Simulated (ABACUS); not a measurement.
The system is Ge.

```
Ge
1.0
     3.99759    0.00000    0.00000
    -1.99879    3.46201    0.00000
     0.00000    0.00000    6.59938
Ge
4
Direct
  0.33333 0.66667 0.93710
  0.66667 0.33333 0.43710
  0.33333 0.66667 0.56290
  0.66667 0.33333 0.06290
```

This isn't the form of Ge at room conditions, which is diamond.

Base run:

```yaml
Program: ABACUS 3.10.1
Functional: PBEsol
Potentials_or_basis: PseudoDojo NC SR 0.4.1 PBEsol standard
Cutoff: 1075 eV
Density_cutoff: 4299 eV
Basis: plane waves
k_mesh: 8 × 8 × 4
Occupations: fermi-dirac, width 0.05 eV
Spin: no spin polarisation
```

Its results: band gap on the k mesh 0.11 eV, indirect (least direct gap 0.17 eV); pressure 0.0 GPa; largest force 0.003 eV/Å.

Q: The run is repeated on the same cell with these changes: k mesh from 8 × 8 × 4 to 6 × 6 × 3. What comes out?

A: Band gap on the k mesh 0.17 eV, direct; pressure 0.1 GPa; largest force 0.019 eV/Å.

Caveats: an odd mesh through Γ misses points on the zone boundary, where band edges often lie (some runs).

Not every run made on this cell is shown here.
